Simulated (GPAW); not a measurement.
Crystal: TiAl3.

```
CELL_PARAMETERS angstrom
2.83968 0.00000 0.00000
0.00000 4.68126 0.00000
0.00000 0.00000 4.90074
ATOMIC_POSITIONS crystal
Ti 0.00000 0.50000 0.16592
Al 0.00000 0.00000 0.83590
Al 0.50000 0.00000 0.33091
Al 0.50000 0.50000 0.66727
```

The cell comes from a database or a generator and needn't be the stable form of this composition.

```yaml
Program: GPAW 26.7.0
Task: single point
Functional: PBEsol
Potentials_or_basis: PAW data sets generated in the run's folder for this functional
Cutoff: 600 eV
Basis: pw
k_mesh: 9 × 6 × 6
Occupations: fermi-dirac, width 0.05 eV
Spin: no spin polarisation
```

On this cell: pressure -2.4 GPa; largest force 0.041 eV/Å; band gap on the k mesh none (metal or under the smearing width).

The same run follows on a disturbed copy (atoms moved at random, drawn with an rms of 0.05 Å):

```
Ti Al
1.0
     2.83968    0.00000    0.00000
     0.00000    4.68126    0.00000
     0.00000    0.00000    4.90074
Ti Al
1 3
Direct
  0.99541 0.50053 0.16017
  0.99610 0.99596 0.83332
  0.49094 0.99972 0.32410
  0.49103 0.49562 0.67524
```

Q: What changes?

A: The energy (extrapolated to zero smearing) moves by +4.5 meV/atom; pressure -2.1 GPa; largest force 0.464 eV/Å; band gap on the k mesh none (metal or under the smearing width).

Forces in eV/Å, atoms in the order of the input:
```
Ti  -0.063 -0.049  0.333
Al  -0.028  0.034 -0.054
Al   0.044 -0.006  0.182
Al   0.047  0.020 -0.462
```

Stress tensor (GPa, compression positive):
```
-3.87  0.00 -0.02
 0.00 -1.17 -0.07
-0.02 -0.07 -1.32
```
